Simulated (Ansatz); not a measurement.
## SnO₂ at a changed volume — ¹⁷O NMR of the central transition

Cell: a measured structure from the Crystallography Open Database (COD), relaxed with PBE at fixed cell and then changed (volume scaled by 0.94, ions relaxed).

```cif
data_SnO2
_symmetry_space_group_name_H-M 'P4_2/mnm'
_symmetry_Int_Tables_number 136
_cell_length_a 4.6413
_cell_length_b 4.6413
_cell_length_c 3.1215
_cell_angle_alpha 90.000
_cell_angle_beta 90.000
_cell_angle_gamma 90.000
loop_
_atom_site_label
_atom_site_type_symbol
_atom_site_symmetry_multiplicity
_atom_site_Wyckoff_symbol
_atom_site_fract_x
_atom_site_fract_y
_atom_site_fract_z
Sn Sn 2 a 0.0000 0.0000 0.0000
O O 4 f 0.3043 0.3043 0.0000
```

One atom of each set is listed.

All values are calculated (Ansatz; DFT, PBE, plane waves and PAW, scalar-relativistic, 420 eV cutoff, Γ-centred 7×7×9 k-points, Fermi–Dirac smearing 0.02 eV), not measured.

¹⁷O has I = 5/2 and Q = -25.58 mb (Pyykkö 2018); at 23.5 T its Larmor frequency is ν₀ = 135.7 MHz. Only the quadrupole interaction is simulated: positions count from each site's isotropic chemical shift, and J coupling is left out, as are shift anisotropy and dipolar coupling, which fast spinning averages.

Question: Simulate the second-order pattern (fast magic-angle spinning, Gaussian broadening 0.09 kHz) of site O (3 Sn at 2.00–2.02 Å).

Answer: The calculation gives C_Q = 6.07 MHz and η = 0.15, so ν_Q = 0.910 MHz and the centre of gravity lies at -12.1 ppm (-1.64 kHz).

(offset (kHz), height): (-4.238, 0), (-4.063, 4), (-3.888, 7), (-3.713, 7), (-3.538, 7), (-3.363, 7), (-3.188, 8), (-3.013, 8), (-2.839, 10), (-2.664, 43), (-2.489, 76), (-2.314, 74), (-2.139, 56), (-1.964, 50), (-1.789, 48), (-1.615, 48), (-1.440, 49), (-1.265, 52), (-1.090, 59), (-0.915, 76), (-0.740, 100), (-0.565, 70), (-0.390, 22), (-0.216, 0)

At O V_zz stands upright on the plane through its three neighbours (within 1°).

Without spin–orbit coupling (the program notes it for Sn) the gradients are little affected as a rule: paired runs on crystals with a gap mostly move them by under 2 % at such atoms. At this changed cell the PBE pressure is 27 GPa.

The relaxation (3 steps) took 14 s of wall time (12 s of CPU time) and 0.46 GiB at its peak, on 1 thread of Intel Xeon 6975P-C (Granite Rapids) (x86_64; 16 cores open to the job, memory cap 3.0 GiB, no GPU), a shared host with a load of 2.1 a core.
